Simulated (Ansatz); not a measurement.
The system is Te2Mo.

```
Te Mo
1.0
     6.33000    0.00000    0.00000
     0.00000    3.46900    0.00000
    -0.94679    0.00000   13.82762
Te Mo
8 4
Direct
  0.94370 0.75000 0.60450
  0.05630 0.25000 0.39550
  0.90300 0.25000 0.85140
  0.09700 0.75000 0.14860
  0.41120 0.75000 0.89550
  0.58880 0.25000 0.10450
  0.44320 0.25000 0.64840
  0.55680 0.75000 0.35160
  0.81670 0.75000 0.99260
  0.18330 0.25000 0.00740
  0.68190 0.25000 0.49340
  0.31810 0.75000 0.50660
```

Base run:

| Property | Result |
| --- | --- |
| Program | Ansatz 0.2.0 |
| Functional | LDA |
| Potentials or basis | Ansatz PAW |
| Cutoff | 420 eV (not typed: the program's choice for these potentials) |
| k mesh | 3 × 6 × 2 |
| Occupations | fermi-dirac, width 0.05 eV |
| Spin | no spin polarisation |
| Hubbard terms | Mo d U = 6 eV |

Its results: band gap on the k mesh none (metal or under the smearing width); pressure -2.1 GPa; largest force 0.466 eV/Å.

Q: The run is repeated on the same cell with these changes: hubbard terms from Mo d U = 6 eV to Mo d U = 3 eV. What comes out?

A: Band gap on the k mesh none (metal or under the smearing width); pressure -3.3 GPa; largest force 0.546 eV/Å.

Caveats: U without spin polarisation on a metal has little footing; the PAW data sets come from PBE, with cores solved anew for the run's functional, which leaves a small shift of forces and pressure; the U is typed as a test and isn't derived for this compound; the density of states is complete only up to the lowest level of the last band computed.
